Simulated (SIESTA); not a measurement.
MgS (Niningerite), 2 atoms in the cell. The typed cell holds 2 atoms: a = 3.679 Å, b = 3.679 Å, c = 3.679 Å, α = 60.00°, β = 60.00°, γ = 60.00°.  The cell isn't the ideal one: atoms moved at random, drawn with an rms of 0.05 Å.

| Item | Value |
| --- | --- |
| Program | SIESTA 5.4.2 |
| Task | single point |
| Functional | PBEsol |
| Potentials or basis | PseudoDojo 0.4 standard (PBEsol files) |
| Basis | DZP (energy shift 0.003 Ry; two zetas on semicore shells) |
| Grid cutoff | 800 Ry |
| Energy shift | 0.003 Ry |
| k mesh | 9 × 9 × 9 |
| Occupations | fermi-dirac, width 0.05 eV |
| Spin | no spin polarisation |

Potentials or basis: PseudoDojo 0.4 standard (PBEsol files), DZP (energy shift 0.003 Ry; two zetas on semicore shells).

Run with:

```console
$ siesta MgS.fdf > MgS.out 2>&1
```

Hardware: 1 thread of Intel(R) Xeon(R) 6975P-C (Granite Rapids), on a shared host.

Q: How long does it take, and how much memory?

A: It took 20 s on 1 thread of Intel(R) Xeon(R) 6975P-C (Granite Rapids), on a shared host, peak memory 0.27 GiB. Counts: scf iterations 9, k points 365, bands 26.
